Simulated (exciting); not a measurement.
A run of exciting (release sodium) is set up as follows.

The input input.xml:

```xml
<input>
  <title>I</title>
  <structure speciespath="./" tshift="false">
    <crystal scale="1">
      <basevect>-3.056548858633 3.056548858633 8.059319094113</basevect>
      <basevect>3.056548858633 -3.056548858633 8.059319094113</basevect>
      <basevect>3.056548858633 3.056548858633 -8.059319094113</basevect>
    </crystal>
    <species speciesfile="I.xml" rmt="2.3">
      <atom coord="0.000000000000 0.000000000000 0.000000000000"/>
    </species>
  </structure>
  <groundstate do="fromscratch" ngridk="11 11 11" rgkmax="9" gmaxvr="14" lmaxapw="10" lmaxmat="10" lmaxvr="8" stype="Gaussian" swidth="0.00367493" nempty="8" ValenceRelativity="iora*" epsengy="1e-05" epspot="1e-05" maxscl="60" tforce="true" outputlevel="normal">
    <libxc exchange="XC_GGA_X_RPBE" correlation="XC_GGA_C_PBE"/>
  </groundstate>
</input>
```

Potentials or basis: all-electron LAPW+lo, shipped species files, valence relativity iora*.

Command:

```console
$ OMP_NUM_THREADS=1 exciting_smp
```

Task: Predict the density of states at the Fermi level.

Result: 0.89 states/eV per cell.

Task: Predict the band gap on the k mesh.

Result: None (metal or under the smearing width).

Caveat: the log's total energy holds no entropy term; the free energy is that total less TS from the occupations; an odd number of electrons without spin polarisation forces a metal; a magnetic or distorted state may lie lower. Spin-orbit coupling is left out, which matters for the levels of I.
